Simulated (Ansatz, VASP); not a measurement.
**One calculation of GaSb3, two programs**

```
Ga Sb
1.0
     0.00000    3.58953    3.58953
     3.58953    0.00000    3.58953
     3.58953    3.58953    0.00000
Ga Sb
1 3
Direct
  0.00000 0.00000 0.00000
  0.25000 0.25000 0.25000
  0.75000 0.75000 0.75000
  0.50000 0.50000 0.50000
```

Alike in both runs: task single point; functional LDA; k mesh 10 × 10 × 10; occupations gaussian, width 0.15 eV; no spin polarisation.

```csv
,VASP,Ansatz
version,VASP 6.6.1,Ansatz 0.2.0
potentials or method,"VASP PAW LDA potentials, release 64 (Ga_d, Sb)","scalar-relativistic, plane waves, PAW"
plane-wave cutoff (eV),520,420
valence electrons in the cell,28,58
```

```csv
,VASP,Ansatz,Ansatz less VASP
gap on the k mesh at the Fermi level (eV),none,none,-
pressure (GPa),2.1,1.9,-0.16
```

A gap of «none» marks a metal or a gap that the smearing closes. The two sets of potentials don't hold the same shells in valence. Ansatz warned: «pseudo_functional_mismatch».

Spin-orbit coupling is left out, which matters for the levels of Sb.
